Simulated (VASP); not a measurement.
Input of a VASP 6.6.1 run:

The input INCAR:

```
SYSTEM = ZnS
  ALGO = Normal
  EDIFF = 1E-6
  ENCUT = 520
  GGA = PE
  ISIF = 2
  ISMEAR = -1
  LASPH = .TRUE.
  LCHARG = .TRUE.
  LELF = .TRUE.
  LREAL = .FALSE.
  LVHAR = .TRUE.
  LWAVE = .FALSE.
  NBANDS = 26
  NELM = 80
  PREC = Accurate
  SIGMA = 0.05
```

The input KPOINTS:

```
k-points
0
G
  6 6 4
  0 0 0
```

The input POSCAR:

```
ZnS
1.0
    3.9253300000      0.0000000000      0.0000000000
   -1.9626650000      3.3994356900      0.0000000000
    0.0000000000      0.0000000000      5.8761428975
Zn S
2 2
Direct
    0.3333333333      0.6666666667      0.0000000000
    0.6666666667      0.3333333333      0.5000000000
    0.3333333333      0.6666666667      0.3850000000
    0.6666666667      0.3333333333      0.8850000000
```

Potentials or basis: VASP PAW PBE potentials, release 64 (Zn, S).

The run is started by

```bash
$ cat potpaw_PBE.64/Zn/POTCAR potpaw_PBE.64/S/POTCAR > POTCAR
$ mpirun -np 1 vasp_std > vasp.out
```

(1) What does it give for the band gap on the k mesh?

(2) Predict the largest force.

## Answers

(1) 2.12 eV, direct.

(2) 0.342 eV/Å.

**Experimental background.**

A printed reference work, monograph reports, for a bulk crystal of ZnS at 4 K: band gap 3.911 eV (direct).

Against the measured gap of ZnS, 3.911 eV (direct; 4 K; a printed reference work, monograph), the calculated 2.12 eV is off by -1.79 eV. The value is that of PBE on a finite k mesh, which can miss the band edges, without temperature or zero-point motion. Semilocal functionals fall short of measured gaps as a rule.
